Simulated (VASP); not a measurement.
# ZrN (Fm-3m) in VASP: settings compared

Aim: see how the results for ZrN move with the level of theory and the settings. Levels: LDA, r2SCAN. Tasks: relaxation of cell and atoms.

All numbers are computed with VASP 6.6.1; they aren't measurements. Logs are shortened: lines on timing, memory, paths and dates and some standing lists are left out, and cuts for length are marked.

## Step 1: Starting point

Symmetry: Fm-3m, No. 225, cubic system. The conventional cell has a = 4.529 Å, b = 4.529 Å, c = 4.529 Å, α = 90.00°, β = 90.00°, γ = 90.00°. Zr (site symmetry m-3m) has 6 N at 2.26 Å as nearest neighbours. Around N (site symmetry m-3m) lie 6 Zr at 2.26 Å.

The cell was built by a generator and needn't be a form met in nature.

## Step 2: Relaxation of cell and atoms, LDA

The input, INCAR:

```
  PREC = Accurate
  ENCUT = 600
  EDIFF = 1E-7
  ISMEAR = 1
  SIGMA = 0.1
  LREAL = False
  LASPH = True
  NELM = 80
  ALGO = Normal
  ISIF = 3
  LWAVE = False
  LCHARG = False
  GGA = CA
  IBRION = 2
  NSW = 90
  EDIFFG = -0.005
```

The input, KPOINTS:

```
Automatic mesh
0
Gamma
  14 14 14
```

The input, POSCAR:

```
ZrN                                     
1.0
   -0.0000000000      2.2643811863      2.2643811863
    2.2643811863     -0.0000000000      2.2643811863
    2.2643811863      2.2643811863     -0.0000000000
  Zr              N             
     1     1
Direct
     1.0000000000000000    1.0000000000000000    1.0000000000000000
     0.5000000000000000    0.5000000000000000    0.5000000000000000
```

Potentials or basis: VASP PAW LDA potentials, release 64 (Zr_sv, N).

Started as:

```console
cat potpaw_LDA.64/Zr_sv/POTCAR potpaw_LDA.64/N/POTCAR > POTCAR
mpirun -np 1 vasp_std > vasp.out
```

OUTCAR:

```text
PREC = Accurate
   ENCUT = 600
   EDIFF = 1E-7
   ISMEAR = 1
   LREAL = False
   LASPH = True
   NELM = 80
   ISIF = 3
   GGA = CA
   IBRION = 2
   NSW = 90
   EDIFFG = -0.005

 ion  position               nearest neighbor table
   1  0.000  0.000  0.000-   2 2.26   2 2.26   2 2.26   2 2.26   2 2.26   2 2.26
   2  0.500  0.500  0.500-   1 2.26   1 2.26   1 2.26   1 2.26   1 2.26   1 2.26

  LATTYP: Found a face centered cubic cell.
 ALAT       =     4.5287623726

  Lattice vectors:

 A1 = (   0.0000000000,   2.2643811863,   2.2643811863)
 A2 = (   2.2643811863,   0.0000000000,   2.2643811863)
 A3 = (   2.2643811863,   2.2643811863,   0.0000000000)

Analysis of symmetry for initial positions (statically):
=====================================================================
 Subroutine PRICEL returns:
 Original cell was already a primitive cell.

 Routine SETGRP: Setting up the symmetry group for a
 face centered cubic supercell.

 Subroutine GETGRP returns: Found 48 space group operations
 (whereof 48 operations were pure point group operations)
 out of a pool of 48 trial point group operations.

The static configuration has the point symmetry O_h .

Analysis of symmetry for dynamics (positions and initial velocities):
=====================================================================
 Subroutine PRICEL returns:
 Original cell was already a primitive cell.

 Routine SETGRP: Setting up the symmetry group for a
 face centered cubic supercell.

 Subroutine GETGRP returns: Found 48 space group operations
 (whereof 48 operations were pure point group operations)
 out of a pool of 48 trial point group operations.

The dynamic configuration has the point symmetry O_h .

 Subroutine INISYM returns: Found 48 space group operations
 (whereof 48 operations are pure point group operations),
 and found     1 'primitive' translations

----------------------------------------------------------------------------------------

                                     Primitive cell

  volume of cell :      23.2209

  direct lattice vectors                    reciprocal lattice vectors
     0.000000000  2.264381186  2.264381186    -0.220810879  0.220810879  0.220810879
     2.264381186  0.000000000  2.264381186     0.220810879 -0.220810879  0.220810879
     2.264381186  2.264381186  0.000000000     0.220810879  0.220810879 -0.220810879

  length of vectors
     3.202318584  3.202318584  3.202318584     0.382455661  0.382455661  0.382455661

  position of ions in fractional coordinates (direct lattice)
     0.000000000  0.000000000  0.000000000
     0.500000000  0.500000000  0.500000000

  ion indices of the primitive-cell ions
   primitive index   ion index
                 1           1
                 2           2

----------------------------------------------------------------------------------------

 KPOINTS: Automatic mesh

Automatic generation of k-mesh.
 Grid dimensions read from file:
 generate k-points for:   14   14   14

 Generating k-lattice:

  Cartesian coordinates                     Fractional coordinates (reciprocal lattice)
    -0.015772206  0.015772206  0.015772206     0.071428571  0.000000000  0.000000000
     0.015772206 -0.015772206  0.015772206     0.000000000  0.071428571  0.000000000
     0.015772206  0.015772206 -0.015772206     0.000000000  0.000000000  0.071428571

  Length of vectors
     0.027318262  0.027318262  0.027318262

  Shift w.r.t. Gamma in fractional coordinates (k-lattice)
     0.000000000  0.000000000  0.000000000

 Subroutine IBZKPT returns following result:
 ===========================================

 Found    104 irreducible k-points:

 Following reciprocal coordinates:
            Coordinates               Weight
  0.000000  0.000000  0.000000      1.000000
  0.071429  0.000000  0.000000      8.000000
  0.142857  0.000000  0.000000      8.000000
  0.214286  0.000000  0.000000      8.000000
  0.285714  0.000000  0.000000      8.000000
  0.357143  0.000000  0.000000      8.000000
[... 16 lines left out ...]
  0.214286  0.142857  0.000000     24.000000
  0.285714  0.142857  0.000000     24.000000
 [... further k-points ...]
   k-points           NKPTS =    104   k-points in BZ     NKDIM =    104   number of bands    NBANDS=     12
   number of dos      NEDOS =    301   number of ions     NIONS =      2
   total plane-waves  NPLWV =  21952
   dimension x,y,z NGX =    28 NGY =   28 NGZ =   28
   dimension x,y,z NGXF=    56 NGYF=   56 NGZF=   56
   ions per type =               1   1
   NGX,Y,Z   is equivalent  to a cutoff of  14.54, 14.54, 14.54 a.u.
   NGXF,Y,Z  is equivalent  to a cutoff of  29.07, 29.07, 29.07 a.u.
 SYSTEM =  unknown system
   PREC   = accura    normal or accurate (medium, high low for compatibility)
   ISTART =      0    job   : 0-new  1-cont  2-samecut
   ICHARG =      2    charge: 1-file 2-atom 10-const
   ISPIN  =      1    spin polarized calculation?
   LNONCOLLINEAR =      F non collinear calculations
   LSORBIT =      F    spin-orbit coupling
   LASPH  =      T    aspherical Exc in radial PAW
   ENCUT  =  600.0 eV  44.10 Ry    6.64 a.u.   6.40  6.40  6.40*2*pi/ulx,y,z
   NELM   =     80;   NELMIN=  2; NELMDL= -5     # of ELM steps
   EDIFF  = 0.1E-06   stopping-criterion for ELM
   LREAL  =      F    real-space projection
   EDIFFG = -.5E-02   stopping-criterion for IOM
   NSW    =     90    number of steps for IOM
   IBRION =      2    ionic relax: 0-MD 1-quasi-New 2-CG
   NFREE  =      1    steps in history (QN), initial steepest desc. (CG)
   ISIF   =      3    stress and relaxation
   ISYM   =      2    0-nonsym 1-usesym 2-fastsym
   POTIM  = 0.5000    time-step for ionic-motion
   TEBEG  =    0.0;   TEEND  =   0.0 temperature during run
   PSTRESS=    0.0 pullay stress
   NELECT =      17.0000    total number of electrons
   NUPDOWN=      -1.0000    fix difference up-down
   EMIN   =  10.00;   EMAX   =-10.00  energy-range for DOS
   EFERMI =   0.00;   METHOD = LEGACY
   ISMEAR =     1;   SIGMA  =   0.10  broadening in eV -4-tet -1-fermi 0-gaus
   EFERMI_NEDOS =   21; number of points for ismear=-14 and -15
   IALGO  =     38    algorithm
   IMIX   =      4    mixing-type and parameters
     AMIX     =   0.40;   BMIX     =  1.00
     AMIX_MAG =   1.60;   BMIX_MAG =  1.00
  volume/ion in A,a.u.               =      11.61        78.35
  Fermi-wavevector in a.u.,A,eV,Ry     =   1.475474  2.788242 29.620209  2.177024
  Thomas-Fermi vector in A             =   2.590119
   LORBIT       =      0    0 simple, 1 ext, 2 COOP (PROOUT), +10 PAW based schemes
   GGA     = CA    functional components
   LHFCALC =     F    Hartree Fock is set to
   AEXX    =    0.0000 exact exchange contribution
   IVDW    =     0    specifies the selected vdW correction
   LEPSILON=     F    determine dielectric tensor
   LRPA    =     F    only Hartree local field effects (RPA)
 conjugate gradient relaxation of ions
 non-spin polarized calculation
 Methfessel and Paxton  Order N= 1 SIGMA  =   0.10
  energy-cutoff  :      600.00
  volume of cell :       23.22
 maximum number of plane-waves:       785
 NGX is ok and might be reduce to    28
   NGX = 13   NGY = 13   NGZ = 13

 number of electron      17.0000000 magnetization

 Free energy of the ion-electron system (eV)
  ---------------------------------------------------
  ext. energy  EPLUGINS =         0.00000000
  ---------------------------------------------------
  free energy    TOTEN  =       -22.41508127 eV

  energy without entropy =      -22.41404153  energy(sigma->0) =      -22.41473469

 E-fermi :  12.2280     XC(G=0): -12.9718

 val. band max:       12.2274562720   @ k =   0.0714   0.0714   0.0000
 cond. band min:      12.2315963964   @ k =   0.3571   0.1429   0.0714
 fundamental gap:      0.0041401244
 Fermi energy:        12.2279703721

 k-point     1 :       0.0000    0.0000    0.0000
  band No.  band energies     occupation
      1     -36.9582      2.00000
      2     -14.6825      2.00000
      3     -14.6825      2.00000
      4     -14.6825      2.00000
      5      -3.9616      2.00000
      6       9.5443      2.00000
      7       9.5443      2.00000
      8       9.5443      2.00000
      9      11.7689      2.00000
     10      11.7689      2.00000
     11      11.7689      2.00000
     12      13.8574     -0.00000

 k-point     2 :       0.0714    0.0000    0.0000
  band No.  band energies     occupation
      1     -36.9499      2.00000
      2     -14.7584      2.00000
      3     -14.6879      2.00000
      4     -14.6879      2.00000
      5      -3.8452      2.00000
      6       9.0929      2.00000
      7       9.2232      2.00000
      8       9.2232      2.00000
      9      11.9346      2.00027
     10      11.9346      2.00027
     11      11.9383      2.00033
     12      14.2624      0.00000

 k-point     3 :       0.1429    0.0000    0.0000
  band No.  band energies     occupation
      1     -36.9263      2.00000
      2     -14.9646      2.00000
      3     -14.7029      2.00000
      4     -14.7029      2.00000
      5      -3.5203      2.00000
      6       8.1207      2.00000
      7       8.5431      2.00000
      8       8.5431      2.00000
      9      12.2454      0.70986
     10      12.3528     -0.07076
     11      12.3528     -0.07076
     12      15.2543      0.00000

 k-point     4 :       0.2143    0.0000    0.0000
  band No.  band energies     occupation
      1     -36.8921      2.00000
      2     -15.2479      2.00000
      3     -14.7245      2.00000
      4     -14.7245      2.00000
      5      -3.0510      2.00000
      6       7.0315      2.00000
      7       7.8254      2.00000
      8       7.8254      2.00000
      9      12.6336     -0.00000
     10      12.9654     -0.00000
     11      12.9654     -0.00000
     12      16.5090      0.00000

 k-point     5 :       0.2857    0.0000    0.0000
  band No.  band energies     occupation
      1     -36.8538      2.00000
      2     -15.5453      2.00000
      3     -14.7482      2.00000
      4     -14.7482      2.00000
      5      -2.5199      2.00000
      6       6.0088      2.00000
      7       7.2055      2.00000
      8       7.2055      2.00000
      9      13.1868     -0.00000
     10      13.7259     -0.00000
     11      13.7259     -0.00000
     12      17.8211      0.00000
[... 228 lines left out ...]
      1     -36.9364      2.00000
      2     -14.8608      2.00000
      3     -14.7251      2.00000
      4     -14.6841      2.00000
      5      -3.6637      2.00000
      6       8.4160      2.00000
      7       8.6743      2.00000
      8       9.1001      2.00000
      9      11.9769      2.00220
     10      12.0256      2.01478
     11      12.5269     -0.00020
     12      14.3176      0.00000

 k-point    22 :       0.1429    0.1429    0.0000
  band No.  band energies     occupation
      1     -36.9158      2.00000
      2     -14.9460      2.00000
      3     -14.7619      2.00000
      4     -14.7619      2.00000
      5      -3.4433      2.00000
      6       7.2679      2.00000
      7       9.0153      2.00000
      8       9.0153      2.00000
      9      10.9104      2.00000
     10      13.2613     -0.00000
     11      13.2613     -0.00000
     12      14.1592     -0.00000

 k-point    23 :       0.2143    0.1429    0.0000
  band No.  band energies     occupation
      1     -36.8903      2.00000
      2     -15.1242      2.00000
      3     -14.7987      2.00000
      4     -14.7848      2.00000
      5      -3.1769      2.00000
      6       6.6611      2.00000
      7       8.5726      2.00000
      8       8.7028      2.00000
      9      10.8525      2.00000
     10      13.8034     -0.00000
     11      13.8364     -0.00000
     12      14.7338      0.00000

 k-point    24 :       0.2857    0.1429    0.0000
  band No.  band energies     occupation
      1     -36.8569      2.00000
      2     -15.3668      2.00000
      3     -14.8310      2.00000
      4     -14.8092      2.00000
      5      -2.8272      2.00000
      6       6.1340      2.00000
      7       7.8411      2.00000
      8       8.1720      2.00000
      9      11.1918      2.00000
     10      14.4171      0.00000
     11      14.4397      0.00000
     12      15.7965      0.00000

 [... further k-points ...]

------------------------ aborting loop because EDIFF is reached ----------------------------------------

  FORCE on cell =-STRESS in cart. coord.  units (eV):
  Direction    XX          YY          ZZ          XY          YZ          ZX
  --------------------------------------------------------------------------------------
  -------------------------------------------------------------------------------------
  Total       -0.0034937     -0.0034937     -0.0034937      0.0000000      0.0000000      0.0000000
  in kB       -0.2410552     -0.2410552     -0.2410552      0.0000000      0.0000000      0.0000000
  external PRESSURE =      -0.2410552 kB  Pullay stress =       0.0000000 kB

 VOLUME and BASIS-vectors are now :
 -----------------------------------------------------------------------------
  energy-cutoff  :      600.00
  volume of cell :       23.22
      direct lattice vectors                 reciprocal lattice vectors
     0.000000000  2.264381186  2.264381186    -0.220810879  0.220810879  0.220810879
     2.264381186  0.000000000  2.264381186     0.220810879 -0.220810879  0.220810879
     2.264381186  2.264381186  0.000000000     0.220810879  0.220810879 -0.220810879

 POSITION                                       TOTAL-FORCE (eV/Angst)
 -----------------------------------------------------------------------------------
      0.00000      0.00000      0.00000         0.000000      0.000000      0.000000
      2.26438      2.26438      2.26438         0.000000      0.000000     -0.000000
 -----------------------------------------------------------------------------------
    total drift:                                0.000000      0.000000      0.000000

  FREE ENERGIE OF THE ION-ELECTRON SYSTEM (eV)
  ---------------------------------------------------
  free  energy   TOTEN  =       -22.4150812731 eV

  energy  without entropy=      -22.4140415308  energy(sigma->0) =      -22.41473469

 reached required accuracy - stopping structural energy minimisation
```

Wall time 16 s (1 thread of Intel Xeon 6975P-C (Granite Rapids), shared host); peak memory 0.17 GiB.

Results:

```yaml
Free_energy: -22.4151 eV
Pressure_after_relaxing: 0.0 GPa
Band_gap_on_the_k_mesh: none (metal or under the smearing width)
```

Final structure:
```
Zr N
1.0
     0.00000    2.26438    2.26438
     2.26438    0.00000    2.26438
     2.26438    2.26438    0.00000
Zr N
1 1
Cartesian
  0.0000 0.0000 0.0000
  2.2644 2.2644 2.2644
```

Caveat: the relaxation stopped at its first step, so nothing moved.

## Step 3: Relaxation of cell and atoms, r2SCAN

This run uses another cell than the first one, of 12.17 Å³/atom, 1.048 times its volume.

The input, INCAR:

```
PREC = Accurate
ENCUT = 600
EDIFF = 1E-6
ISMEAR = 1
SIGMA = 0.1
LREAL = False
LASPH = True
NELM = 80
ALGO = Normal
ISIF = 3
LWAVE = False
LCHARG = False
METAGGA = R2SCAN
LMIXTAU = True
IBRION = 2
NSW = 90
EDIFFG = -0.01
```

The input, KPOINTS:

```
regular mesh
0
Gamma
  14 14 14
```

The input, POSCAR:

```
ZrN
1.0
    0.0000000000      2.3000000000      2.3000000000
    2.3000000000      0.0000000000      2.3000000000
    2.3000000000      2.3000000000      0.0000000000
Zr N
1 1
Direct
    0.0000000000      0.0000000000      0.0000000000
    0.5000000000      0.5000000000      0.5000000000
```

Potentials or basis: VASP PAW PBE potentials, release 64 (Zr_sv, N).

Started as:

```console
cat potpaw_PBE.64/Zr_sv/POTCAR potpaw_PBE.64/N/POTCAR > POTCAR
mpirun -np 1 vasp_std > vasp.out
```

Run time: 5.7 min. Hardware: 1 thread of AMD EPYC 9R45 (Zen 5), shared host; peak memory 0.17 GiB.

The run converged. Its results:

```yaml
Free_energy: -35.8336 eV
Relaxed_volume: 12.07 Å³/atom
Relaxed_cell: a = 3.244 Å, b = 3.244 Å, c = 3.244 Å, α = 60.00°, β = 60.00°, γ = 60.00°
Space_group_after_relaxing_to_0.05_Å: Fm-3m (No. 225)
Energy_gained_by_relaxing: 0.6 meV/atom
Ionic_steps: 3
Pressure_after_relaxing: 0.0 GPa
Band_gap_on_the_k_mesh: none (metal or under the smearing width)
```

Step by step:
```csv
step,energy change (eV),largest force (eV/Å),pressure (GPa),volume (Å³)
1,0.0000,0.0000,-2.01,24.33
2,0.0029,0.0000,3.91,23.80
3,-0.0012,0.0000,-0.01,24.15
```

Final structure:
```cif
data_structure
_symmetry_space_group_name_H-M 'P 1'
_symmetry_Int_Tables_number 1
_cell_length_a 3.2443
_cell_length_b 3.2443
_cell_length_c 3.2443
_cell_angle_alpha 60.000
_cell_angle_beta 60.000
_cell_angle_gamma 60.000
_cell_volume 24.15
loop_
_atom_site_label
_atom_site_type_symbol
_atom_site_fract_x
_atom_site_fract_y
_atom_site_fract_z
_atom_site_occupancy
Zr1 Zr 0.00000 0.00000 0.00000 1
N1 N 0.50000 0.50000 0.50000 1
```

Levels at points of the mesh, in eV from the Fermi level:
| k point | band 6 | band 7 | band 8 | band 9 | band 10 | band 11 | band 12 |
| --- | --- | --- | --- | --- | --- | --- | --- |
| (0.00, 0.00, 0.00) | -3.04 | -3.04 | -3.04 | -0.41 | -0.41 | -0.41 | 1.63 |
| (0.50, 0.00, 0.00) | -8.08 | -6.13 | -6.13 | 3.10 | 3.13 | 3.13 | 5.02 |
| (0.50, 0.50, 0.00) | -4.99 | -3.56 | -3.56 | -3.56 | 3.43 | 4.55 | 4.55 |

Caveat: the PAW data sets were made with another functional, which shifts forces and pressure a little.

## Step 4: Relaxation of cell and atoms, r2SCAN

This run uses another cell than the first one, of 12.07 Å³/atom, 1.040 times its volume.

Changes to INCAR since step 3:

```diff
@@ -2,3 +2,3 @@
 ENCUT = 600
-EDIFF = 1E-6
+EDIFF = 1E-7
 ISMEAR = 1
@@ -16,2 +16,2 @@
 NSW = 90
-EDIFFG = -0.01
+EDIFFG = -0.005
```

KPOINTS is that of step 3.

The input, POSCAR:

```
ZrN                                     
1.0
    0.0000000000      2.2940527787      2.2940527787
    2.2940527787      0.0000000000      2.2940527787
    2.2940527787      2.2940527787      0.0000000000
  Zr              N             
     1     1
Direct
     0.0000000000000000    0.0000000000000000    0.0000000000000000
     0.5000000000000000    0.5000000000000000    0.5000000000000000
```

Started as:

```console
cat potpaw_PBE.64/Zr_sv/POTCAR potpaw_PBE.64/N/POTCAR > POTCAR
mpirun -np 1 vasp_std > vasp.out
```

It took 3 min on 1 thread of AMD EPYC 9R45 (Zen 5), shared host; peak memory 0.16 GiB.

Results (log left out):

```yaml
Free_energy: -35.8335 eV
Pressure_after_relaxing: 0.0 GPa
Band_gap_on_the_k_mesh: none (metal or under the smearing width)
```

Final structure:
```cif
data_structure
_symmetry_space_group_name_H-M 'P 1'
_symmetry_Int_Tables_number 1
_cell_length_a 3.2443
_cell_length_b 3.2443
_cell_length_c 3.2443
_cell_angle_alpha 60.000
_cell_angle_beta 60.000
_cell_angle_gamma 60.000
_cell_volume 24.15
loop_
_atom_site_label
_atom_site_type_symbol
_atom_site_fract_x
_atom_site_fract_y
_atom_site_fract_z
_atom_site_occupancy
Zr1 Zr 0.00000 0.00000 0.00000 1
N1 N 0.50000 0.50000 0.50000 1
```

Levels at points of the mesh, in eV from the Fermi level:
| k point | band 5 | band 6 | band 7 | band 8 | band 9 | band 10 | band 11 | band 12 |
| --- | --- | --- | --- | --- | --- | --- | --- | --- |
| (0.00, 0.00, 0.00) | -17.45 | -3.04 | -3.04 | -3.04 | -0.41 | -0.41 | -0.41 | 1.63 |
| (0.50, 0.00, 0.00) | -15.25 | -8.08 | -6.13 | -6.13 | 3.10 | 3.13 | 3.13 | 5.02 |
| (0.50, 0.50, 0.00) | -16.95 | -4.99 | -3.56 | -3.56 | -3.56 | 3.43 | 4.55 | 4.55 |

Caveat: the relaxation stopped at its first step, so nothing moved; the PAW data sets were made with another functional, which shifts forces and pressure a little.
